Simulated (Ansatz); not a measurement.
## F: projected DOS by orbital

```
CELL_PARAMETERS angstrom
2.75000 -1.64000 0.00000
2.75000 1.64000 0.00000
-1.53601 0.00000 7.12002
ATOMIC_POSITIONS crystal
F 0.05040 0.05040 0.09960
F 0.94960 0.94960 0.90040
F 0.50500 0.50500 0.60000
F 0.49500 0.49500 0.40000
```

Atom numbers follow the list: F1, F2, F3, F4.

The cell comes from COD entry 9012471, which wasn't checked; take it as a given geometry.

These are results of DFT, PBE, all-electron LAPW, scalar-relativistic (Ansatz 0.2.0), not measurements.

Sampling and basis: a Γ-centred 11×11×5 k mesh, Fermi–Dirac smearing of 0.01 eV, basis error target 1 meV/atom, no spin polarisation.

States per eV for one atom of each kind, in 0.4 eV bins named by their centres, from the valence-band top, projected on a minimal set of Löwdin-orthogonalised atomic shells; orbitals are real harmonics on the Cartesian axes, equal curves share a column, and empty bins are left out, as is all above 8.9 eV, near the top of the computed bands.

F1 2p:

```
# E all pz px py
-6.3 1.28 1.24 0.04 0.00
-5.9 1.00 0.96 0.04 0.01
-5.5 0.01 0.01 0.00 0.00
-3.9 1.39 0.03 0.71 0.65
-3.5 1.89 0.03 0.79 1.07
-3.1 1.71 0.03 0.91 0.77
-0.7 1.04 0.02 0.55 0.47
-0.3 3.40 0.06 1.59 1.75
0.1 0.56 0.01 0.28 0.27
2.5 0.18 0.17 0.01 0.00
2.9 0.95 0.91 0.03 0.01
3.3 1.26 1.22 0.04 0.00
```

F3 2p:

```
# E all pz px py
-6.3 0.77 0.74 0.03 0.01
-5.9 1.51 1.46 0.05 0.00
-5.5 0.01 0.01 0.00 0.00
-3.9 1.09 0.03 0.55 0.52
-3.5 1.77 0.03 0.82 0.92
-3.1 2.13 0.04 1.04 1.05
-0.7 1.02 0.02 0.43 0.57
-0.3 3.39 0.07 1.80 1.52
0.1 0.58 0.01 0.18 0.39
2.5 0.22 0.21 0.01 0.00
2.9 1.46 1.40 0.05 0.00
3.3 0.71 0.69 0.02 0.00
```
